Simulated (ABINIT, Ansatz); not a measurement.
Given: the input of a run of ABINIT 10.8.3 (patched build) on TiAl3. The cell comes from a database or a generator and needn't be the stable form of this composition.

The input run.abi:

```
# Pseudopotentials
pp_dirpath "./"
pseudos "Ti.upf, Al.upf"

# Structure
acell 2.839677 4.681264 4.900742 Angstrom
rprim
     1.0000000000     0.0000000000     0.0000000000
     0.0000000000     1.0000000000     0.0000000000
     0.0000000000     0.0000000000     1.0000000000
ntypat 2
znucl 22 13
natom 4
typat 1 2 2 2
xred
     0.0000000000     0.5000000000     0.1659160000
     0.0000000000     0.0000000000     0.8359000000
     0.5000000000     0.0000000000     0.3309120000
     0.5000000000     0.5000000000     0.6672710000
chkprim 0
chksymtnons 0
tolsym 1.0e-6

# Plane-wave basis
ecut 42.0

# k points
kptopt 1
ngkpt 9 6 6
nshiftk 1
shiftk 0.0 0.0 0.0

# Exchange and correlation
ixc -116133

# Bands and occupations
nband 15
occopt 3
tsmear 0.05 eV

# SCF cycle
nstep 100
tolvrs 1.0e-10

# Output
iomode 3
prtwf 0
prtden 0
prteig 0
prtebands 0
enunit 1
```

Potentials or basis: PseudoDojo NC SR PBEsol v0.4.1 standard.

Run with:

```bash
$ mpirun --bind-to none -np 4 abinit run.abi > log 2>&1
```

Problem. Translate it to Ansatz 0.2.0. Potentials or basis there: Ansatz PAW, cutoff 420 eV.

Solution. As run (cutoffs and basis follow the program's own potentials, and thresholds, step limits or extra output files can differ):

The input input.yaml:

```yaml
crystal:
  lattice:
    - [2.839677, 0.0, 0.0]
    - [0.0, 4.681264, 0.0]
    - [0.0, 0.0, 4.900742]
  atoms:
    - { symbol: Ti, position: [0.0, 0.5, 0.165916] }
    - { symbol: Al, position: [0.0, 0.0, 0.8359] }
    - { symbol: Al, position: [0.5, 0.0, 0.330912] }
    - { symbol: Al, position: [0.5, 0.5, 0.667271] }
hamiltonian:
  xc: pbesol
  pseudopotentials: { kind: paw }
kpoints:
  mp_grid: { grid: [9, 6, 6] }
scf:
  occupations: { method: fermi_dirac, width: 0.05 }
output:
  forces: true
  stress: true
  eigenvalues: true
```

Potentials or basis: Ansatz PAW.

Command:

```console
$ ansatz run input.yaml --threads 1 --pin off --max-ram 3584MiB --backend cpu --events-out ev --progress --plain --runs-dir out
```

Both were run:

|  | ABINIT | Ansatz |
| --- | --- | --- |
| Pressure | -2.5 GPa | -2.4 GPa |

Ansatz's pressure holds a Pulay term of +0.05 GPa for its cutoff of 420 eV, which the other run lacks.

Ansatz's potentials were made for PBE.

Where Ansatz's input types no cutoff or centring, it takes its own default and a Γ-centred mesh.

Pressure is positive in compression.
